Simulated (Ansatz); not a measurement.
# C in Ansatz: reference runs

Aim: a first look at C with PBE, on the cell as given.

All numbers are computed with Ansatz 0.2.0; they aren't measurements. Logs are shortened: lines on timing, memory, paths and dates and some standing lists are left out, and cuts for length are marked.

### 1 The cell of the first run

The cell holds a slab with vacuum, 8 atoms: a = 2.456 Å, b = 2.456 Å, c = 25.509 Å, α = 90.00°, β = 90.00°, γ = 60.00°.

### 2 Single point, PBE (the (0 0 1) slab of C, cut from the database cell, not relaxed)

input.yaml reads:

```yaml
crystal:
  lattice:
    - [2.4564546488, 0.0, 0.0]
    - [1.2281170908, 2.1274157688, 0.0]
    - [0.0, 0.0, 25.5091420424]
  atoms:
    - { symbol: C, position: [0.1574584208, 0.1574584208, 0.2940122403] }
    - { symbol: C, position: [0.4908076754, 0.4908076754, 0.2940377922] }
    - { symbol: C, position: [0.4815914689, 0.4815914689, 0.4313288961] }
    - { symbol: C, position: [0.8149407235, 0.8149407235, 0.431354448] }
    - { symbol: C, position: [0.805724517, 0.805724517, 0.568645552] }
    - { symbol: C, position: [0.1390737716, 0.1390737716, 0.5686711039] }
    - { symbol: C, position: [0.129857565, 0.129857565, 0.7059622078] }
    - { symbol: C, position: [0.4632068197, 0.4632068197, 0.7059877597] }
hamiltonian:
  xc: pbe
  pseudopotentials: { kind: paw }
kpoints:
  mp_grid: { grid: [12, 12, 1] }
scf:
  occupations: { method: fermi_dirac, width: 0.05 }
output:
  forces: true
  eigenvalues: true
efield:
  axis: 3
  dipole_correction: true
  ramp_width: 0.04
```

Potentials or basis: Ansatz PAW.

Started as:

```bash
$ ansatz run input.yaml --threads 4 --pin off --max-ram 11264MiB --backend cpu --events-out ev --progress --plain --runs-dir out
```

The log of the run:

```text
Warning: RAYON_NUM_THREADS=4 ignored (pool sized by the plan → 4); use --threads N
Engine: ansatz 0.2.0, aarch64-unknown-linux-gnu
Pseudopotentials: kind: paw
Pseudopotential: C, paw, valence charge 4, recommended cutoff 420 eV (normal), C.paw.azcp
Functional definition: PBE
  parameter kappa = 0.804
  parameter beta = 0.06672455060314922
  exchange = pbe_x(kappa = kappa, mu = beta*pi^2/3)
  correlation = pbe_c(beta = beta)
Crystal: 8 atoms, lattice volume = 133.308 Å³
Basis set: ecut = 420 eV, 2515 PW (Γ), exchange–correlation on 36×36×360 points (8 copies of the dense FFT grid, shifted against one another)
Bands: 24, of which v1, the nominal top of the filled ones, is band 16 counted from 1 (15 counted from 0)
Symmetry: 2 space group operations
k-points: 43 of 144 (time reversal used)
Non-local potential: C, projectors of the file, l = 0: 2, l = 1: 2, l = 2: 1
PAW form: soft (Blöchl's): semilocal exchange-correlation on the pseudo side does not see the compensation charge
PAW one-centre angular grid: C, 110 points (default); XC on 64 Gauss nodes
Initial density: superposition of atomic densities (neutral atoms: chi_scale 0, normalization atom), corrected by the library's trained network
Initial wavefunctions: pseudopotential atomic-orbital guess
Functional: x = pbe(κ = 0.804, μ = 0.2195149727645171), c = pbe(β = 0.06672455060314922)
SCF iter   1: F=—  HF=-2007.478363 eV  |F-HF|=—  |Δ(HF+E_count)|=         —  Δρ=2.22e-3  dr2=7.03e-3  ethr=1.77e-3  p=-0.000 e·Å  D=-3.10e-15 V/Å  ΔV_dip=0.00 eV  dr2_dipole=1.83e-8  V_vac-E_F(+/−)=4.39/4.39 eV  ⟨swp⟩=8.1  Hψ=6057  notcnv=0
efield: sawtooth ramp at fractional position 0.9800 (placed from the atoms, in the widest stretch of the axis that holds none; the zero of the levels goes with the place), width 0.0400; the density the first Hamiltonian is built on has a dipole p = -0.000 e·Å; the dipole correction subtracts the counter field D = -3.10e-15 V/Å, which shifts the + side's vacuum level by +0.00 eV against the − side's; the planar-averaged density in the ramp window peaks in size at 5.9e-5 e/Å³
preconditioner: auto → LDOS  [metal: Δε(μ)=0.000 eV  Ē_g=15.289 eV  σ=0.050 eV  W_gap=0.00  n_scr=16 (ndim 8)  ℏωp=18.2 eV  f_vac=0.454  D(μ)=0.30/eV (n_scr^D=4)  β→1.0]
SCF iter   2: F=—  HF=-2007.479865 eV  |F-HF|=—  |Δ(HF+E_count)|=   1.50e-3  Δρ=8.14e-4  dr2=2.16e-3  ethr=2.20e-5  p=-0.000 e·Å  D=-8.22e-5 V/Å  ΔV_dip=0.00 eV  dr2_dipole=2.46e-8  V_vac-E_F(+/−)=4.18/4.18 eV  ⟨swp⟩=3.0  Hψ=2405  notcnv=0  defer=133
SCF iter   3: F=—  HF=-2007.479455 eV  |F-HF|=—  |Δ(HF+E_count)|=   4.09e-4  Δρ=4.15e-4  dr2=1.17e-3  ethr=6.76e-6  p=0.000 e·Å  D=3.95e-5 V/Å  ΔV_dip=-0.00 eV  dr2_dipole=4.77e-8  V_vac-E_F(+/−)=4.25/4.25 eV  ⟨swp⟩=2.6  Hψ=1638  notcnv=0  defer=133
SCF iter   4: F=—  HF=-2007.479196 eV  |F-HF|=—  |Δ(HF+E_count)|=   2.59e-4  Δρ=1.21e-4  dr2=5.60e-5  ethr=3.65e-6  p=0.000 e·Å  D=6.45e-6 V/Å  ΔV_dip=-0.00 eV  dr2_dipole=6.64e-9  V_vac-E_F(+/−)=4.24/4.24 eV  ⟨swp⟩=2.0  Hψ=1301  notcnv=0  defer=133
SCF iter   5: F=—  HF=-2007.479202 eV  |F-HF|=—  |Δ(HF+E_count)|=   6.12e-6  Δρ=5.04e-5  dr2=3.85e-6  ethr=1.75e-7  p=-0.000 e·Å  D=-6.72e-7 V/Å  ΔV_dip=0.00 eV  dr2_dipole=1.59e-10  V_vac-E_F(+/−)=4.23/4.23 eV  ⟨swp⟩=2.3  Hψ=1473  notcnv=0  defer=132
SCF iter   6: F=—  HF=-2007.479210 eV  |F-HF|=—  |Δ(HF+E_count)|=   8.41e-6  Δρ=1.49e-5  dr2=3.12e-7  ethr=1.20e-8  p=0.000 e·Å  D=2.66e-7 V/Å  ΔV_dip=-0.00 eV  dr2_dipole=3.35e-11  V_vac-E_F(+/−)=4.23/4.23 eV  ⟨swp⟩=2.3  Hψ=1605  notcnv=0  defer=132
iter 7 met the thresholds in force, and the SCF goes on: an eigenvalue changes by 26.71 meV, over its tolerance of 10.00 meV (output.eigenvalues, Limitations)
SCF iter   7: F=-2007.479211 eV  HF=-2007.479211 eV  |F-HF|=1.08e-7  |Δ(HF+E_count)|=   2.23e-7  Δρ=4.17e-6  dr2=1.81e-8  ethr=3.13e-10  p=0.000 e·Å  D=1.58e-8 V/Å  ΔV_dip=-0.00 eV  dr2_dipole=3.26e-11  V_vac-E_F(+/−)=4.23/4.23 eV  ⟨swp⟩=13.4  Hψ=5932  notcnv=0
SCF iter   8: F=-2007.479211 eV  HF=-2007.479211 eV  |F-HF|=9.05e-9  |Δ(HF+E_count)|=   1.04e-7  Δρ=1.20e-6  dr2=1.59e-9  ethr=5.67e-11  p=0.000 e·Å  D=4.99e-7 V/Å  ΔV_dip=-0.00 eV  dr2_dipole=5.61e-12  V_vac-E_F(+/−)=4.23/4.23 eV  ⟨swp⟩=5.4  Hψ=4388  notcnv=0
SCF 1 converged in 8 iterations: F = -2007.479211 eV  dr2 = 1.59e-9
SCF converged after 8 iterations
an eigenvalue changed by more than its tolerance at an iteration that met the thresholds in force, so the SCF went on 1 time: the last check found none over its tolerance
Free energy (F): -2007.479211 eV
Harris-Foulkes:  -2007.479211 eV  (|F-HF|=9.05e-9)
Internal energy: -2007.476987 eV  (E = F + TS)
E sigma→0 (E₀):  -2007.478099 eV
Entropy (-TS):   -0.002223 eV (-0.278 meV/atom)
Fermi energy:    1.718082 eV
Dipole field:    D = -0.000003 V/Å  (p = -0.000003 e·Å, saw-weighted, corrected)
Work function:   Φ+ = 4.2339 eV   Φ− = 4.2338 eV
Levels:          The Fermi level and band energies are counted from a zero that moves with the ramp; work functions are not
--- Per-component energies (eV) ---
  E_band       = -238.850933
  E_kinetic    = 729.622412
  E_local      = -17644.397652  (includes V_loc(G=0)·N_el)
  E_nonlocal   = 219.026884
  E_hartree    = 8493.922598
  E_xc         = -384.616702
  E_vxc        = -476.221117  (∫ρ·V_xc dr)
  E_paw        = -794.997037  (= ΣΔE_a)
  E_vpaw       = -54.727267  (= ΣTr[D̂ρ^β])
  E_aug_tail   = 0.000062  (compensation charges beyond the density's cutoff)
  E_efield     = 0.000000  (sawtooth field / dipole correction)
  E_vefield    = 0.000000  (∫n·V_field dr)
  E_ewald      = 7373.962447
  E_smearing   = -0.002223  (= −TS)
  E_closure    = -0.000000  (closes the sum)
  Σ components = -2007.479211   (vs F -2007.479211, Δ=0.00e0)
--- Forces (eV/Å), atoms counted from 1 ---
  atom   1  C      0.00210014     0.00121259    -0.02978177
  atom   2  C     -0.00286348    -0.00165333    -0.03232801
  atom   3  C      0.00254116     0.00146723    -0.00872683
  atom   4  C     -0.00278727    -0.00160933     0.00823143
  atom   5  C      0.00278770     0.00160958    -0.00823620
  atom   6  C     -0.00254162    -0.00146749     0.00872153
  atom   7  C      0.00286335     0.00165325     0.03233348
  atom   8  C     -0.00210016    -0.00121260     0.02978748
  max |Σ_I F_I| component: 1.12e-6 eV/Å
--- Band table (eV; the first three rows and the last of 43) ---
  k-point 0: bands = ["-17.9714", "-17.9203", "-17.8547", "-17.7998", "-6.5760", "-6.2181", "-5.7403", "-5.3168", "-1.3157", "-1.3144", "-1.3139", "-1.3124", "-1.3102", "-1.3077", "-1.3063", "-1.3032", "5.1519", "5.2955", "6.1449", "6.8066", "7.2989", "8.6124", "9.1513", "10.1189"]
  k-point 1: bands = ["-17.8055", "-17.7549", "-17.6900", "-17.6357", "-6.3744", "-6.0188", "-5.5441", "-5.1237", "-1.9735", "-1.9700", "-1.9630", "-1.9558", "-1.6594", "-1.6569", "-1.6507", "-1.6445", "5.3736", "5.5184", "6.3616", "7.0231", "7.5131", "8.8164", "9.3534", "10.1776"]
  k-point 2: bands = ["-17.3095", "-17.2605", "-17.1977", "-17.1452", "-5.7743", "-5.4258", "-4.9613", "-4.5509", "-3.6295", "-3.6208", "-3.6075", "-3.5954", "-2.4652", "-2.4609", "-2.4525", "-2.4442", "6.0379", "6.1861", "7.0102", "7.6727", "8.1519", "9.4163", "9.8870", "10.1111"]
  k-point 42: bands = ["-12.6209", "-12.6058", "-12.5842", "-12.5645", "-11.6104", "-11.5967", "-11.5800", "-11.5673", "-4.7485", "-4.7415", "-4.7303", "-4.7195", "-0.8765", "-0.7679", "-0.6140", "-0.4736", "3.2031", "3.3762", "3.5418", "3.6250", "9.0974", "9.1669", "9.2550", "9.3278"]
```

Run time: 4.4 s. Hardware: 4 threads of Arm Neoverse V1, shared host; peak memory 0.41 GiB.

What came out:

```yaml
Free_energy: -2007.4792 eV
Largest_force: 0.033 eV/Å
Band_gap_on_the_k_mesh: 0.00 eV, direct
Work_function_of_the_upper_face: 4.23 eV
Work_function_of_the_lower_face: 4.23 eV
Dipole_across_the_slab: 0.000 e·Å
```

Forces on the atoms (eV/Å):
```
C    0.002  0.001 -0.030
C   -0.003 -0.002 -0.032
C    0.003  0.001 -0.009
C   -0.003 -0.002  0.008
C    0.003  0.002 -0.008
C   -0.003 -0.001  0.009
C    0.003  0.002  0.032
C   -0.002 -0.001  0.030
```

Levels at points of the mesh, in eV from the valence-band top:
| k point | band 12 | band 13 | band 14 | band 15 | band 16 | band 17 | band 18 | band 19 | band 20 | band 21 |
| --- | --- | --- | --- | --- | --- | --- | --- | --- | --- | --- |
| (0.00, 0.00, 0.00) | -3.03 | -3.03 | -3.03 | -3.02 | -3.02 | 3.43 | 3.58 | 4.43 | 5.09 | 5.58 |
| (0.00, -0.50, 0.00) | -6.44 | -2.63 | -2.50 | -2.32 | -2.16 | 1.44 | 1.64 | 1.83 | 1.95 | 7.38 |
| (-0.50, -0.50, 0.00) | -6.44 | -2.59 | -2.49 | -2.33 | -2.19 | 1.49 | 1.66 | 1.82 | 1.91 | 7.38 |
